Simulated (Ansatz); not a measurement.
## Si, fcc: how the functional moves the structure

All rows: Ansatz, plane waves with scalar-relativistic PAW, 420 eV (500 eV for the SCAN forms), relaxed under each functional, no dispersion correction, no zero-point motion. B₀ comes from uniform scaling at fixed shape; a dash is a value not given.

```csv
functional,V (Å³/atom),cell,B₀ (GPa),magnetic state,ΔE to diamond (meV/atom)
r²SCAN,13.73,a = 3.801 Å,86,spin not included,732
PBEsol,14.03,a = 3.828 Å,94,spin not included,403
LDA,13.88,a = 3.815 Å,93,spin not included,448
revPBE,14.57,a = 3.877 Å,84,spin not included,558
RPBE,14.62,a = 3.882 Å,83,spin not included,569
BLYP,16.60,a = 4.050 Å,51,spin not included,961
```

Q: What does PBE give?

A: V (Å³/atom): 14.44; cell: a = 3.866 Å; B₀ (GPa): 85; magnetic state: spin not included; ΔE to diamond (meV/atom): 533.
